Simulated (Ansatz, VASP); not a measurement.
# One calculation of NaI, two programs

```xyz
2
Lattice="0.0000 3.2364 3.2364 3.2364 0.0000 3.2364 3.2364 3.2364 0.0000" Properties=species:S:1:pos:R:3 pbc="T T T"
I     3.2364    3.2364    3.2364
Na    0.0000    0.0000    0.0000
```

Alike in both runs: functional PBEsol; k mesh 5 × 5 × 5; occupations fermi-dirac, width 0.05 eV; no spin polarisation.

|  | VASP | Ansatz |
| --- | --- | --- |
| version | VASP 6.6.1 | Ansatz 0.2.0 |
| potentials or method | VASP PAW PBE potentials, release 64 (I, Na_pv), cutoff 520 eV | all-electron LAPW, scalar-relativistic |
| task | single point | band structure |

```csv
,VASP,Ansatz,Ansatz less VASP
gap on the k mesh at the Fermi level (eV),3.51,3.51,+0.003
least direct gap on the mesh (eV),3.51,3.51,+0.003
pressure (GPa),-0.5,-0.5,-0.03
```

Ansatz ran all-electron here, so the differences hold the error of VASP's frozen core and of both bases.

Caveats: spin-orbit coupling is left out, which moves the levels of the heavy elements; the PAW data sets were made with another functional, which shifts forces and pressure a little (VASP). PBEsol gaps usually lie below the measured ones, often by a third to a half.
